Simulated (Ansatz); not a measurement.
Crystal: TaSi2.

```
Ta Si
1.0
     4.78000    0.00000    0.00000
    -2.39000    4.13960    0.00000
     0.00000    0.00000    6.56400
Ta Si
3 6
Direct
  0.00000 0.50000 0.16667
  0.50000 0.50000 0.83333
  0.50000 0.00000 0.50000
  0.33330 0.16665 0.16667
  0.16665 0.83335 0.83333
  0.83335 0.66670 0.50000
  0.66670 0.83335 0.16667
  0.83335 0.16665 0.83333
  0.16665 0.33330 0.50000
```

Base run:

| Property | Result |
| --- | --- |
| Program | Ansatz 0.2.0 |
| Functional | PBEsol |
| Potentials or basis | Ansatz PAW |
| Cutoff | 420 eV (not typed: the program's choice for these potentials) |
| k mesh | 7 × 7 × 4 |
| Occupations | fermi-dirac, width 0.05 eV |
| Spin | no spin polarisation |

Its results: band gap on the k mesh none (metal or under the smearing width); pressure -1.3 GPa; largest force 0.745 eV/Å.

Problem. The run is repeated on the same cell with these changes: hubbard terms from none to Ta d U = 8 eV; hubbard projectors from none to ortho-atomic (the default). What comes out?

Solution. Band gap on the k mesh none (metal or under the smearing width); pressure 1.6 GPa; largest force 0.857 eV/Å.

Caveats: the cell's inner coordinates are idealised or old, which leaves forces on the atoms; the PAW data sets come from PBE, with cores solved anew for the run's functional, which leaves a small shift of forces and pressure; the density of states is complete only up to the lowest level of the last band computed; U without spin polarisation on a metal has little footing (some runs); the U is typed as a test and isn't derived for this compound (some runs).
